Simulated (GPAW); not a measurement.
Input of a GPAW 26.7.0 run:

Contents of run.py:

```python
from ase import Atoms
from ase.filters import FrechetCellFilter
from ase.io import write
from ase.optimize import BFGS
from ase.units import GPa
from gpaw import GPAW, PW, setup_paths

setup_paths.insert(0, '.')

atoms = Atoms(['Hf', 'Hf'],
              cell=[[3.1967, 0.0, 0.0],
                    [-1.59835, 2.7684234083, 0.0],
                    [0.0, 0.0, 5.0578]],
              scaled_positions=[[0.6666666667, 0.3333333333, 0.75],
                                [0.3333333333, 0.6666666667, 0.25]],
              pbc=True)

calc = GPAW(mode=PW(600),
            xc='PBEsol',
            kpts={'size': (7, 7, 4), 'gamma': True},
            occupations={'name': 'fermi-dirac', 'width': 0.05},
            nbands=24,
            convergence={'density': 1e-05, 'forces': 0.0001},
            maxiter=150,
            txt='gpaw.txt')
atoms.calc = calc
opt = BFGS(FrechetCellFilter(atoms, scalar_pressure=20 * GPa), trajectory='relax.traj', logfile='-')
done = opt.run(fmax=0.02, steps=60)
calc.write('gs.gpw')
write('result.traj', atoms)
print('Converged:', done)
print('Cell:', atoms.cell.cellpar().round(4))
print('Volume:', round(atoms.get_volume(), 4))
print(atoms.get_scaled_positions().round(5))
```

Potentials or basis: PAW data sets generated in the run's folder for this functional, pw.

Run with:

```sh
$ gpaw-setup -f PBEsol Hf
$ OMP_NUM_THREADS=1 python run.py
```

What does it give for the band gap on the k mesh?

None (metal or under the smearing width).

Predict the relaxed cell.

a = 3.021 Å, b = 3.021 Å, c = 4.788 Å, α = 90.00°, β = 90.00°, γ = 120.00°.

Predict the relaxed volume.

18.92 Å³/atom.

Estimate the space group after relaxing (to 0.05 Å).

P6_3/mmc (No. 194).

Stress tensor (GPa, compression positive):
```
20.12  0.00  0.00
 0.00 20.12  0.00
 0.00  0.00 19.99
```

Caveat: later steps reuse the first step's grids; the volume moved by over 15 % at a fixed basis, so the end points are rough. Spin-orbit coupling is left out, which matters for the levels of Hf.
